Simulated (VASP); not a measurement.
The system is KBr.

```xyz
2
Lattice="0.0000 3.3000 3.3000 3.3000 0.0000 3.3000 3.3000 3.3000 0.0000" Properties=species:S:1:pos:R:3 pbc="T T T"
K     0.0000    0.0000    0.0000
Br    3.3000    3.3000    3.3000
```

Program: VASP 6.6.1. Alike in all runs: task single point; potentials or basis VASP PAW PBE potentials, release 64 (K_sv, Br); no spin polarisation; cell as given; k mesh 3 × 3 × 3; cutoff (eV) 520; smearing gaussian 0.01 eV; the mesh is coarse, so values aren't converged. Hardware: 1 thread of Intel(R) Xeon(R) Platinum 8488C (Sapphire Rapids), on a shared host.

Order these runs on this cell by their wall time, lowest first.
A. level r2SCAN
B. level PBE
C. level B3LYP; exchange at q = 0 truncated; grid for exact exchange (PRECFOCK) Normal

B (11 s), A (29 s), C (240 s).

Caveats: all runs use coarse meshes.
